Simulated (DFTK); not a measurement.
Here is a DFTK 0.8.2 calculation.

The input run.jl:

```julia
using DFTK
using PseudoPotentialData
using Unitful, UnitfulAtomic
using LinearAlgebra, Printf
include("save.jl")
disable_threading()

lines     = readlines("POSCAR")
lattice   = austrip(1u"Å") * parse(Float64, lines[2]) * hcat([parse.(Float64, split(l)) for l in lines[3:5]]...)
symbols   = vcat([fill(Symbol(s), parse(Int, n)) for (s, n) in zip(split(lines[6]), split(lines[7]))]...)
positions = [parse.(Float64, split(l)[1:3]) for l in lines[9:8+length(symbols)]]
pseudopotentials = Dict(:Ge => "Ge.upf")
elements = Dict(s => ElementPsp(s, pseudopotentials; rcut=10.0) for s in unique(symbols))
atoms    = [elements[s] for s in symbols]

build_model(lattice, positions; symmetries=true) =
    model_DFT(lattice, atoms, positions;
              functionals=[:mgga_x_tb09, :lda_c_pw],
              temperature=austrip(0.05u"eV"),
              smearing=Smearing.FermiDirac(),
              symmetries)
Ecut  = 45.0  # hartree
kgrid = [7, 7, 7]
tol   = 1e-6
to_GPa = ustrip(uconvert(u"GPa", 1u"hartree/bohr^3"))

model = build_model(lattice, positions)
basis = PlaneWaveBasis(model; Ecut, kgrid)
display(basis)
scfres = self_consistent_field(basis;
                               tol,
                               nbandsalg=AdaptiveBands(model; n_bands_converge=19))
display(scfres.energies)
@printf "Fermi level: %.6f eV\n" ustrip(auconvert(u"eV", something(scfres.εF, NaN)))
println("Levels at the first k-point (eV): ", round.(ustrip.(auconvert.(u"eV", scfres.eigenvalues[1][1:scfres.n_bands_converge])); digits=4))
save_scf!(scfres)

points = Dict("G" => [0.0, 0.0, 0.0], "M" => [-0.5, 0.5, 0.5], "N" => [0.0, 0.5, 0.0], "P" => [0.25, 0.25, 0.25], "X" => [0.0, 0.0, 0.5], "Z" => [0.323655812, 0.323655812, -0.323655812], "Z1" => [-0.323655812, 0.676344188, 0.323655812])
segments = [("G", "X", 5), ("X", "M", 5), ("M", "G", 6), ("G", "Z", 8), ("Z", "P", 5), ("P", "N", 3), ("N", "Z1", 4), ("Z1", "M", 4), ("X", "P", 6)]
kcoords = vcat([[points[a] + t * (points[b] - points[a]) for t in range(0, 1, n)] for (a, b, n) in segments]...)
bands = compute_bands(scfres, ExplicitKpoints(kcoords); n_bands=21, tol=1e-5)
for (k, ε) in zip(bands.basis.kpoints, bands.eigenvalues)
    @printf "%d %8.4f %8.4f %8.4f " k.spin k.coordinate...
    println(join([@sprintf("%9.4f", e) for e in ustrip.(auconvert.(u"eV", ε .- scfres.εF))]))
end
results["band_energies"] = rows(bands.eigenvalues); results["band_kpoints"] = rows(kcoords)
```

The input POSCAR:

```
Ge
1.0
   -2.5744897190      2.5744897190      1.3974126432
    2.5744897190     -2.5744897190      1.3974126432
    2.5744897190      2.5744897190     -1.3974126432
Ge
2
Direct
    0.5000000000      0.5000000000      0.0000000000
    0.2500000000      0.7500000000      0.5000000000
```

Potentials or basis: SG15 1.2 (PBE).

Run with:

```console
$ julia --threads=1 run.jl  # save.jl only writes the numbers to a file and isn't shown; printed stress counts tension as positive; times include loading and compiling
```

Task: What does it give for the band gap on the k mesh?

Result: None (metal or under the smearing width).

Levels at the corners of the path, in eV from the Fermi level:
| point | band 10 | band 11 | band 12 | band 13 | band 14 | band 15 | band 16 | band 17 | band 18 | band 19 |
| --- | --- | --- | --- | --- | --- | --- | --- | --- | --- | --- |
| Γ | -21.05 | -13.24 | -3.73 | -2.46 | -2.46 | 3.76 | 7.64 | 7.64 | 8.18 | 8.40 |
| X | -21.16 | -10.49 | -10.49 | 0.58 | 0.58 | 2.18 | 2.18 | 7.62 | 7.62 | 11.73 |
| M | -21.22 | -8.70 | -8.70 | -5.93 | -5.93 | 6.28 | 6.28 | 11.15 | 11.15 | 15.61 |
| Γ | -21.05 | -13.24 | -3.73 | -2.46 | -2.46 | 3.76 | 7.64 | 7.64 | 8.18 | 8.40 |
| Z | -21.14 | -7.25 | -6.30 | -3.77 | -3.60 | -3.60 | 3.96 | 6.82 | 6.82 | 11.24 |
| P | -21.14 | -6.72 | -6.72 | -4.35 | -4.35 | 4.22 | 4.22 | 5.04 | 5.04 | 8.44 |
| N | -21.11 | -7.89 | -6.33 | -2.42 | -2.09 | -1.44 | 2.82 | 3.64 | 5.68 | 9.09 |
| Z1 | -21.14 | -7.25 | -6.30 | -3.77 | -3.60 | -3.60 | 3.96 | 6.82 | 6.82 | 11.24 |
| M | -21.22 | -8.70 | -8.70 | -5.93 | -5.93 | 6.28 | 6.28 | 11.15 | 11.15 | 15.61 |
| X | -21.16 | -10.49 | -10.49 | 0.58 | 0.58 | 2.18 | 2.18 | 7.62 | 7.62 | 11.73 |
| P | -21.14 | -6.72 | -6.72 | -4.35 | -4.35 | 4.22 | 4.22 | 5.04 | 5.04 | 8.44 |

Caveat: the k mesh is coarse (spacing up to 0.37 Å⁻¹), so the values aren't converged; the program leaves the constant c of mgga_x_tb09 at 1, so the potential is Becke-Johnson's (BJ06) and not Tran and Blaha's, with levels but no total energy; the potentials were made for another functional, which shifts forces and pressure.
